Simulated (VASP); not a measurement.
# Ge: restarted molecular dynamics, 2 variants

Ge, Ia-3 (no. 206), 16 atoms in the cell. PBE, molecular dynamics; PAW potentials Ge (PBE set).

| Restart from | Temperature at the end (K) | The same without a restart (K) | Potential energy at the end (eV/atom) | The same without a restart (eV/atom) | Electronic steps in the first step after the restart | Time (s) |
|---|---|---|---|---|---|---|
| CONTCAR with velocities, WAVECAR read | 300.0 | 300.0 | -4.30358 | -4.30358 | 4 | 392 |
| CONTCAR with velocities, no WAVECAR | 300.0 | 300.0 | -4.30358 | -4.30358 | 14 | 422 |

Limits: 180 fs of 16 atoms are too short for converged averages.

## Input of the first row

INCAR.step1:
```
SYSTEM = Ge
GGA = PE
PREC = Normal
ENCUT = 200
EDIFF = 1E-6
NELMIN = 4
NELM = 60
ALGO = Fast
LREAL = Auto
LASPH = .TRUE.
ISMEAR = -1
SIGMA = 0.05
ISYM = 0
LWAVE = .TRUE.
LCHARG = .FALSE.
IBRION = 0
NSW = 30
POTIM = 3.0
TEBEG = 600
ISIF = 2
RANDOM_SEED = 685289 0 0
MDALGO = 4
NHC_NCHAINS = 3
NHC_PERIOD = 30
KPAR = 2
```

INCAR.step2, as INCAR.step1 but for:
```
- LWAVE = .TRUE.
+ LWAVE = .FALSE.
```

KPOINTS:
```
k-points
0
Monkhorst-Pack
  2 2 2
```

POSCAR.step1:
```
Ge
1.0
    6.9683405600      0.0000000000      0.0000000000
    0.0000000000      6.9683405600      0.0000000000
    0.0000000000      0.0000000000      6.9683405600
Ge
16
Direct
    0.1494495400      0.1494495400      0.1494495400
    0.3505504600      0.1494495400      0.8505504600
    0.1494495400      0.8505504600      0.3505504600
    0.8505504600      0.3505504600      0.1494495400
    0.3505504600      0.3505504600      0.3505504600
    0.6494495400      0.8505504600      0.1494495400
    0.8505504600      0.1494495400      0.6494495400
    0.1494495400      0.6494495400      0.8505504600
    0.6494495400      0.6494495400      0.6494495400
    0.8505504600      0.6494495400      0.3505504600
    0.6494495400      0.3505504600      0.8505504600
    0.3505504600      0.8505504600      0.6494495400
    0.8505504600      0.8505504600      0.8505504600
    0.1494495400      0.3505504600      0.6494495400
    0.3505504600      0.6494495400      0.1494495400
    0.6494495400      0.1494495400      0.3505504600
```

Commands (each step's output is kept before the next begins):
```
cat potpaw_PBE.64/Ge/POTCAR > POTCAR
cp INCAR.step1 INCAR
cp POSCAR.step1 POSCAR
mpirun -np 2 vasp_std > vasp.out
cp CONTCAR POSCAR
cp INCAR.step2 INCAR
mpirun -np 2 vasp_std > vasp.out
```

Changes of the last row against the first:
```
(step 1)
- LWAVE = True
+ LWAVE = False
```

VASP 6.6.1 took 392 s on 2 cores (Intel Xeon Platinum 8488C (Sapphire Rapids)), a shared host.
